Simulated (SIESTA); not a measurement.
# KTaO3 in SIESTA: the effect of functional

KTaO3:

```
CELL_PARAMETERS angstrom
3.98830 0.00000 0.00000
0.00000 3.98830 0.00000
0.00000 0.00000 3.98830
ATOMIC_POSITIONS crystal
Ta 0.00000 0.00000 0.00000
K 0.50000 0.50000 0.50000
O 0.00000 0.00000 0.50000
O 0.00000 0.50000 0.00000
O 0.50000 0.00000 0.00000
```

Alike in all runs:

* Program: SIESTA 5.4.2
* Task: band structure
* Basis: DZP (energy shift 0.003 Ry; two zetas on semicore shells; d shell added on K)
* Grid cutoff: 800 Ry
* Energy shift: 0.003 Ry
* k mesh: 7 × 7 × 7
* Occupations: fermi-dirac, width 0.05 eV
* Spin: no spin polarisation

```csv
functional,potentials or basis,gap on the mesh (eV),pressure (GPa)
AM05,PseudoDojo 0.4 standard (PBEsol files),1.95,2.7
BLYP,PseudoDojo 0.4 standard (PBE files),?,?
vdW-DF-cx,PseudoDojo 0.4 standard (PBE files),1.98,3.6
```

What does the run with functional BLYP give?

gap on the mesh 2.05 eV; pressure 13.3 GPa.

Caveats: short orbitals over semicore shells can move pressures by several GPa; the potentials were made for another functional, which shifts forces and pressure; spin-orbit coupling is left out, which moves the levels of the heavy elements; the basis of atomic orbitals isn't converged, which shifts pressures, moduli and gaps.

A k mesh can miss the band edges.
